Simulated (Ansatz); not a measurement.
GaSb under changes of volume

One of the cells (28.625 Å³/atom); the others are scaled copies at fixed shape and fractional positions:

```
Sb Ga
1.0
     0.00000    3.05900    3.05900
     3.05900    0.00000    3.05900
     3.05900    3.05900    0.00000
Sb Ga
1 1
Direct
  0.75000 0.75000 0.75000
  0.00000 0.00000 0.00000
```

- Program: Ansatz 0.2.0
- Functional: BLYP
- Dispersion: D3(BJ)
- Potentials or basis: Ansatz PAW
- Cutoff: 420 eV (not typed: the program's choice for these potentials)
- k mesh: 8 × 8 × 8
- Occupations: fermi-dirac, width 0.05 eV
- Spin: no spin polarisation

| volume (Å³/atom) | energy over the lowest point (meV/atom) | pressure (GPa) |
| --- | --- | --- |
| 26.907 | ? | ? |
| 27.480 | 10.06 | 2.6 |
| 28.052 | 3.03 | 1.4 |
| 28.625 | 0.00 | 0.3 |
| 29.197 | 0.62 | -0.6 |
| 29.770 | 4.50 | -1.5 |
| 30.342 | 11.29 | -2.3 |

Task: What does the run at 26.907 Å³/atom give?

Result: Energy over the lowest point 21.58 meV/atom; pressure 3.9 GPa.

Worked out: A Birch-Murnaghan fit of order 3 (a polynomial in V^(-2/3)) to the other rows has its minimum at 28.81 Å³/atom with B0 = V·E''(V) = 49 GPa and B' = 4.4. It gives 21.61 meV/atom at 26.907 Å³/atom, against the run's 21.58, and -dE/dV = 3.9 GPa, against 3.9.

Energies are extrapolated to zero smearing.

Caveats: the PAW data sets come from PBE, with cores solved anew for the run's functional, which leaves a small shift of forces and pressure; pairwise dispersion overbinds metals, which lowers pressure and volume (some runs).
